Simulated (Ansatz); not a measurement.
## BaTiO₃: energy along a strain

BaTiO₃, R3m, a = 5.726 Å, c = 7.069 Å. The structure is a COD entry; whether it is the stable form wasn't checked. Ansatz: PBE, PAW, 420 eV, Γ-centred 6×6×6 mesh on 5 atoms, Gaussian smearing 0.05 eV; no spin polarisation. Cell vectors (Å): 2.863 1.653 2.356; -2.863 1.653 2.356; 0.000 -3.306 2.356. The cell is strained by x per cent times the pattern (1 0 0 0 0 0) in the order xx yy zz yz xz xy (engineering shears), with fractional coordinates held. y is the free energy over the start, V0 = 13.382 Å³/atom.

```
x (%) y (meV/atom)
-6.00             ?
-4.50         28.17
-3.00         12.14
-1.50          2.95
 0.00          0.00
 1.50          2.75
 3.00         10.62
 4.50         23.19
 5.25         31.10
 6.00         40.04
```

Q: Fit y = c2 x² + c3 x³ to the other rows, get the stiffness along the pattern, and predict the missing energy.

A: Least squares on the rows shown. y = 1.2697 x² − 0.026649 x³. The clamped-ion stiffness p·C·p = 2 × 12.70 eV × 160.2 / 13.382 Å³ = 304 GPa, which is C11 in these axes. At x = -6.00 the fit asked for gives 51.47 meV/atom. The run gave 51.76 meV/atom, so the fit is 0.29 meV/atom too low, 0.56 % of the span of the series, against an rms of 0.06 meV/atom on the fitted rows. The row lies outside the fitted range. With a term in x⁴ added, a fit to the same known rows predicts 51.84 meV/atom, so most of the miss is curvature that the known rows already hold.

Cost: 10 runs of about 1.8 core-minutes in all, on Arm Neoverse V2 (shared hosts).